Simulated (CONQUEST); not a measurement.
GaSb:

```
CELL_PARAMETERS angstrom
4.32608 0.00000 0.00000
0.00000 4.32608 0.00000
0.00000 0.00000 6.11800
ATOMIC_POSITIONS crystal
Sb 0.00000 0.50000 0.25000
Sb 0.50000 0.00000 0.75000
Ga 0.00000 0.00000 0.00000
Ga 0.50000 0.50000 0.50000
```

Base run:

```yaml
Program: CONQUEST 1.3
Functional: PBE
Potentials_or_basis: PseudoDojo NC PBE, SZ, grid cutoff 120 Ha
k_mesh: 6 × 6 × 5
Occupations: fermi-dirac, width 0.05 eV
Spin: no spin polarisation
```

Its results: band gap on the k mesh 0.27 eV; pressure 5.6 GPa.

Task: The run is repeated on the same cell with these changes: potentials or basis from PseudoDojo NC PBE, SZ, grid cutoff 120 Ha to PseudoDojo NC PBE, DZP, grid cutoff 120 Ha. What comes out?

Result: Band gap on the k mesh none (metal or under the smearing width); pressure 2.5 GPa.

Caveats: the basis of atomic orbitals isn't converged, which shifts pressures, moduli and gaps; the real-space grid breaks the cell's symmetry a little; the atomic basis is small (some runs); spin-orbit coupling is left out, which moves the levels of the heavy elements (some runs); an odd mesh through Γ misses points on the zone boundary, where band edges often lie (some runs).
